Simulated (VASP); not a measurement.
# AgBr (Fm-3m) in VASP: single point with HSE06

Aim: the single point of AgBr with HSE06.

All numbers are computed with VASP 6.6.1; they aren't measurements. Logs are shortened: lines on timing, memory, paths and dates and some standing lists are left out, and cuts for length are marked.

## (1) Starting point

Symmetry: Fm-3m, No. 225, cubic system. Conventional cell: a = 5.740 Å, b = 5.740 Å, c = 5.740 Å, α = 90.00°, β = 90.00°, γ = 90.00°. Ag (site symmetry m-3m) is surrounded by 6 Br at 2.87 Å. Br (site symmetry m-3m) is surrounded by 6 Ag at 2.87 Å.

## (2) Single point, HSE06, spin-orbit coupling, no magnetisation

Input file POSCAR:

```
AgBr
1.0
    0.0000000000      2.8701500000      2.8701500000
    2.8701500000      0.0000000000      2.8701500000
    2.8701500000      2.8701500000      0.0000000000
Ag Br
1 1
Direct
    0.0000000000      0.0000000000      0.0000000000
    0.5000000000      0.5000000000      0.5000000000
```

Input file INCAR.step1:

```
SYSTEM = AgBr
PREC = Accurate ; ENCUT = 520
EDIFF = 1E-5 ; ISMEAR = 0
SIGMA = 0.02 ; LREAL = .False.
LASPH = .True. ; NELM = 60
ALGO = Normal ; ISIF = 2
LWAVE = .True. ; MAGMOM = 0 0 0 0 0 0
LORBIT = 11 ; LSORBIT = .True.
GGA_COMPAT = .False. ; LMAXMIX = 4
NBANDS = 30 ; GGA = PE
KPAR = 4
```

Input file INCAR.step2:

```
SYSTEM = AgBr
PREC = Accurate ; ENCUT = 520
EDIFF = 1E-6 ; ISMEAR = 0
SIGMA = 0.02 ; LREAL = .False.
LASPH = .True. ; NELM = 60
ALGO = Normal ; ISIF = 2
LWAVE = .False. ; LCHARG = .True.
MAGMOM = 0 0 0 0 0 0 ; LORBIT = 11
LSORBIT = .True. ; GGA_COMPAT = .False.
LMAXMIX = 4 ; GGA = PE
LHFCALC = .True. ; HFSCREEN = 0.2
PRECFOCK = Fast ; LVHAR = .True.
NBANDS = 30 ; ISTART = 1
KPAR = 4
```

Input file KPOINTS:

```
Automatic mesh
0
Gamma
  6 6 6
  0 0 0
```

Potentials or basis: VASP PAW PBE potentials, release 64 (Ag, Br).

The run is started by

```bash
> cat potpaw_PBE.64/Ag/POTCAR potpaw_PBE.64/Br/POTCAR > POTCAR
> cp INCAR.step1 INCAR
> mpirun -np 4 vasp_ncl > vasp.out
> cp INCAR.step2 INCAR
> mpirun -np 4 vasp_ncl > vasp.out
```

OUTCAR:

```text
SYSTEM = AgBr
   PREC = Accurate
   ENCUT = 520
   EDIFF = 1E-6
   ISMEAR = 0
   LREAL = .False.
   LASPH = .True.
   NELM = 60
   ISIF = 2
   LORBIT = 11
   LSORBIT = .True.
   GGA = PE
   LHFCALC = .True.
   HFSCREEN = 0.2
   PRECFOCK = Fast
   ISTART = 1

 ion  position               nearest neighbor table
   1  0.000  0.000  0.000-   2 2.87   2 2.87   2 2.87   2 2.87   2 2.87   2 2.87
   2  0.500  0.500  0.500-   1 2.87   1 2.87   1 2.87   1 2.87   1 2.87   1 2.87

  LATTYP: Found a face centered cubic cell.
 ALAT       =     5.7403000000

  Lattice vectors:

 A1 = (   0.0000000000,   2.8701500000,   2.8701500000)
 A2 = (   2.8701500000,   0.0000000000,   2.8701500000)
 A3 = (   2.8701500000,   2.8701500000,   0.0000000000)

Analysis of symmetry for initial positions (statically):
=====================================================================
 Subroutine PRICEL returns:
 Original cell was already a primitive cell.

 Routine SETGRP: Setting up the symmetry group for a
 face centered cubic supercell.

 Subroutine GETGRP returns: Found 48 space group operations
 (whereof 48 operations were pure point group operations)
 out of a pool of 48 trial point group operations.

The static configuration has the point symmetry O_h .

Analysis of symmetry for dynamics (positions and initial velocities):
=====================================================================
 Subroutine PRICEL returns:
 Original cell was already a primitive cell.

 Routine SETGRP: Setting up the symmetry group for a
 face centered cubic supercell.

 Subroutine GETGRP returns: Found 48 space group operations
 (whereof 48 operations were pure point group operations)
 out of a pool of 48 trial point group operations.

The dynamic configuration has the point symmetry O_h .

Analysis of structural, dynamic, and magnetic symmetry:
=====================================================================
 Subroutine PRICEL returns:
 Original cell was already a primitive cell.

 Routine SETGRP: Setting up the symmetry group for a
 face centered cubic supercell.

 Subroutine GETGRP returns: Found 48 space group operations
 (whereof 48 operations were pure point group operations)
 out of a pool of 48 trial point group operations.

The overall configuration has the point symmetry O_h .

 Subroutine INISYM returns: Found 48 space group operations
 (whereof 48 operations are pure point group operations),
 and found     1 'primitive' translations

----------------------------------------------------------------------------------------

                                     Primitive cell

  volume of cell :      47.2872

  direct lattice vectors                    reciprocal lattice vectors
     0.000000000  2.870150000  2.870150000    -0.174206923  0.174206923  0.174206923
     2.870150000  0.000000000  2.870150000     0.174206923 -0.174206923  0.174206923
     2.870150000  2.870150000  0.000000000     0.174206923  0.174206923 -0.174206923

  length of vectors
     4.059005056  4.059005056  4.059005056     0.301735242  0.301735242  0.301735242

  position of ions in fractional coordinates (direct lattice)
     0.000000000  0.000000000  0.000000000
     0.500000000  0.500000000  0.500000000

  ion indices of the primitive-cell ions
   primitive index   ion index
                 1           1
                 2           2

----------------------------------------------------------------------------------------

 KPOINTS: Automatic mesh

Automatic generation of k-mesh.
 Grid dimensions read from file:
 generate k-points for:    6    6    6

 Generating k-lattice:

  Cartesian coordinates                     Fractional coordinates (reciprocal lattice)
    -0.029034487  0.029034487  0.029034487     0.166666667  0.000000000  0.000000000
     0.029034487 -0.029034487  0.029034487     0.000000000  0.166666667  0.000000000
     0.029034487  0.029034487 -0.029034487     0.000000000  0.000000000  0.166666667

  Length of vectors
     0.050289207  0.050289207  0.050289207

  Shift w.r.t. Gamma in fractional coordinates (k-lattice)
     0.000000000  0.000000000  0.000000000

 Subroutine IBZKPT returns following result:
[... 32 lines left out ...]
   ISTART =      1    job   : 0-new  1-cont  2-samecut
   ICHARG =      0    charge: 1-file 2-atom 10-const
   ISPIN  =      1    spin polarized calculation?
   LNONCOLLINEAR =      T non collinear calculations
   LSORBIT =      T    spin-orbit coupling
   LASPH  =      T    aspherical Exc in radial PAW
   ENCUT  =  520.0 eV  38.22 Ry    6.18 a.u.   7.55  7.55  7.55*2*pi/ulx,y,z
   NELM   =     60;   NELMIN=  2; NELMDL=  0     # of ELM steps
   EDIFF  = 0.1E-05   stopping-criterion for ELM
   LREAL  =      F    real-space projection
   EDIFFG = 0.1E-04   stopping-criterion for IOM
   NSW    =      0    number of steps for IOM
   IBRION =     -1    ionic relax: 0-MD 1-quasi-New 2-CG
   NFREE  =      0    steps in history (QN), initial steepest desc. (CG)
   ISIF   =      2    stress and relaxation
   ISYM   =      3    0-nonsym 1-usesym 2-fastsym
   POTIM  = 0.5000    time-step for ionic-motion
   TEBEG  =    0.0;   TEEND  =   0.0 temperature during run
   PSTRESS=    0.0 pullay stress
   NELECT =      18.0000    total number of electrons
   NUPDOWN=      -1.0000    fix difference up-down
   EMIN   =  10.00;   EMAX   =-10.00  energy-range for DOS
   EFERMI =   0.00;   METHOD = LEGACY
   ISMEAR =     0;   SIGMA  =   0.02  broadening in eV -4-tet -1-fermi 0-gaus
   EFERMI_NEDOS =   21; number of points for ismear=-14 and -15
   IALGO  =     38    algorithm
   IMIX   =      1    mixing-type and parameters
     AMIX     =   0.40;   BMIX     =  1.00
     AMIX_MAG =   1.60;   BMIX_MAG =  1.00
  volume/ion in A,a.u.               =      23.64       159.55
  Fermi-wavevector in a.u.,A,eV,Ry     =   1.186454  2.242074 19.152570  1.407674
  Thomas-Fermi vector in A             =   2.322627
   LORBIT       =     11    0 simple, 1 ext, 2 COOP (PROOUT), +10 PAW based schemes
   GGA     = PE    functional components
   LHFCALC =     T    Hartree Fock is set to
   PRECFOCK=fast      Normal, Fast or Accurate (Low or Medium for compatibility)
   ENCUT4O =  -1.0   cutoff for four orbital integrals eV
   NKREDX  =     1    reduce k-point grid by
   NKREDY  =     1    reduce k-point grid by
   NKREDZ  =     1    reduce k-point grid by
   AEXX    =    0.2500 exact exchange contribution
   HFSCREEN=    0.2000 screening length (either q_TF or 0.3 A-1)
   HFSCREENC=   0.2000 screening length for correlation (either q_TF or 0.3 A-1)
   ENCUTFOCK=  -1.0 apply spherical cutoff to Coloumb kernel
   IVDW    =     0    specifies the selected vdW correction
   LEPSILON=     F    determine dielectric tensor
   LRPA    =     F    only Hartree local field effects (RPA)
 Gauss-broadening in eV      SIGMA  =   0.02
  energy-cutoff  :      520.00
  volume of cell :       47.29
 maximum number of plane-waves:      2606
  NGX = 18; NGY = 18; NGZ = 18

 number of electron      18.0000002 magnetization       0.0000000      0.0000000      0.0000000

 number of electron      18.0000002 magnetization      -0.0000000     -0.0000000     -0.0000000

 Free energy of the ion-electron system (eV)
  ---------------------------------------------------
  ext. energy  EPLUGINS =         0.00000000
  ---------------------------------------------------
  free energy    TOTEN  =        -6.15423157 eV

  energy without entropy =       -6.15423157  energy(sigma->0) =       -6.15423157

 E-fermi :   2.9548     XC(G=0):  -8.1297

 val. band max:        2.7966552078   @ k =   0.5000   0.0000   0.0000
 cond. band min:       4.7117069827   @ k =   0.0000   0.0000   0.0000
 fundamental gap:      1.9150517749
 Fermi energy:         2.9547838749

 k-point     1 :       0.0000    0.0000    0.0000
  band No.  band energies     occupation
      1     -13.4241      1.00000
      2     -13.4241      1.00000
      3      -0.9884      1.00000
      4      -0.9884      1.00000
      5      -0.9884      1.00000
      6      -0.9884      1.00000
[... 517 lines left out ...]
     29      18.0521      0.00000
     30      18.0521      0.00000

------------------------ aborting loop because EDIFF is reached ----------------------------------------

  FORCE on cell =-STRESS in cart. coord.  units (eV):
  Direction    XX          YY          ZZ          XY          YZ          ZX
  --------------------------------------------------------------------------------------
  -------------------------------------------------------------------------------------
  Total        0.5638418      0.5638418      0.5638418     -0.0000000     -0.0000000      0.0000000
  in kB       19.1039898     19.1039898     19.1039898     -0.0000000     -0.0000000      0.0000000
  external PRESSURE =      19.1039898 kB  Pullay stress =       0.0000000 kB

 VOLUME and BASIS-vectors are now :
 -----------------------------------------------------------------------------
  energy-cutoff  :      520.00
  volume of cell :       47.29
      direct lattice vectors                 reciprocal lattice vectors
     0.000000000  2.870150000  2.870150000    -0.174206923  0.174206923  0.174206923
     2.870150000  0.000000000  2.870150000     0.174206923 -0.174206923  0.174206923
     2.870150000  2.870150000  0.000000000     0.174206923  0.174206923 -0.174206923

 POSITION                                       TOTAL-FORCE (eV/Angst)
 -----------------------------------------------------------------------------------
      0.00000      0.00000      0.00000         0.000000      0.000000      0.000000
      2.87015      2.87015      2.87015         0.000000     -0.000000     -0.000000
 -----------------------------------------------------------------------------------
    total drift:                                0.000001      0.000002      0.000002

  FREE ENERGIE OF THE ION-ELECTRON SYSTEM (eV)
  ---------------------------------------------------
  free  energy   TOTEN  =        -6.1542315679 eV

  energy  without entropy=       -6.1542315679  energy(sigma->0) =       -6.15423157

 Spin-Orbit-Coupling matrix elements

 Ion:    1  E_soc:     -0.0374380
 l=   1
     0.0000000    -0.0009018    -0.0009018
    -0.0009018     0.0000000    -0.0009018
    -0.0009018    -0.0009018     0.0000000
 l=   2
     0.0000000    -0.0010732     0.0000000    -0.0010732    -0.0042647
    -0.0010732     0.0000000    -0.0031985    -0.0010732    -0.0010662
     0.0000000    -0.0031985     0.0000000    -0.0031985     0.0000000
    -0.0010732    -0.0010732    -0.0031985     0.0000000    -0.0010662
    -0.0042647    -0.0010662     0.0000000    -0.0010662     0.0000000
 l=   3
     0.0000000     0.0000000     0.0000000     0.0000000     0.0000000     0.0000000     0.0000000
     0.0000000     0.0000000     0.0000000     0.0000000     0.0000000     0.0000000     0.0000000
     0.0000000     0.0000000     0.0000000     0.0000000     0.0000000     0.0000000     0.0000000
     0.0000000     0.0000000     0.0000000     0.0000000     0.0000000     0.0000000     0.0000000
     0.0000000     0.0000000     0.0000000     0.0000000     0.0000000     0.0000000     0.0000000
     0.0000000     0.0000000     0.0000000     0.0000000     0.0000000     0.0000000     0.0000000
     0.0000000     0.0000000     0.0000000     0.0000000     0.0000000     0.0000000     0.0000000

 Ion:    2  E_soc:     -0.0541120
 l=   1
     0.0000000    -0.0090081    -0.0090081
    -0.0090081     0.0000000    -0.0090081
    -0.0090081    -0.0090081     0.0000000
 l=   2
     0.0000000     0.0000003     0.0000000     0.0000003    -0.0000109
     0.0000003     0.0000000    -0.0000081     0.0000003    -0.0000027
     0.0000000    -0.0000081     0.0000000    -0.0000081     0.0000000
     0.0000003     0.0000003    -0.0000081     0.0000000    -0.0000027
    -0.0000109    -0.0000027     0.0000000    -0.0000027     0.0000000
 l=   3
     0.0000000     0.0000000     0.0000000     0.0000000     0.0000000     0.0000000     0.0000000
     0.0000000     0.0000000     0.0000000     0.0000000     0.0000000     0.0000000     0.0000000
     0.0000000     0.0000000     0.0000000     0.0000000     0.0000000     0.0000000     0.0000000
     0.0000000     0.0000000     0.0000000     0.0000000     0.0000000     0.0000000     0.0000000
     0.0000000     0.0000000     0.0000000     0.0000000     0.0000000     0.0000000     0.0000000
     0.0000000     0.0000000     0.0000000     0.0000000     0.0000000     0.0000000     0.0000000
     0.0000000     0.0000000     0.0000000     0.0000000     0.0000000     0.0000000     0.0000000

 total charge

# of ion       s       p       d       tot
------------------------------------------
    1        0.203   0.144   9.420   9.767
    2        1.607   3.258   0.022   4.887
--------------------------------------------------
tot          1.810   3.402   9.443  14.654

 magnetization (x)

# of ion       s       p       d       tot
------------------------------------------
    1        0.000  -0.000  -0.000   0.000
    2        0.000   0.000  -0.000   0.000
--------------------------------------------------
tot          0.000   0.000  -0.000   0.000

 magnetization (y)

# of ion       s       p       d       tot
------------------------------------------
    1        0.000  -0.000   0.000   0.000
    2       -0.000   0.000  -0.000  -0.000
--------------------------------------------------
tot         -0.000  -0.000  -0.000  -0.000

 magnetization (z)

# of ion       s       p       d       tot
------------------------------------------
    1        0.000  -0.000  -0.000  -0.000
    2        0.000  -0.000   0.000  -0.000
--------------------------------------------------
tot          0.000  -0.000  -0.000  -0.000
```

It took 15 min on 4 MPI ranks of Intel Xeon Platinum 8488C (Sapphire Rapids), shared host; peak memory 0.4 GiB.

Results:

- Free energy: -6.1542 eV
- Pressure: 1.9 GPa
- Valence electrons inside the program's atomic spheres: Ag 9.77; Br 4.89

Caveat: the PAW data sets were made with another functional, which shifts forces and pressure a little.

## (3) The reference run

An earlier run on the cell as given: functional PBE; potentials or basis VASP PAW PBE potentials, release 64 (Ag, Br); cutoff 520 eV; k mesh 8 × 8 × 8; occupations fermi-dirac, width 0.05 eV; no spin polarisation.

- Pressure: 2.3 GPa
- Band gap on the k mesh: 0.67 eV, indirect (least direct gap 2.61 eV)
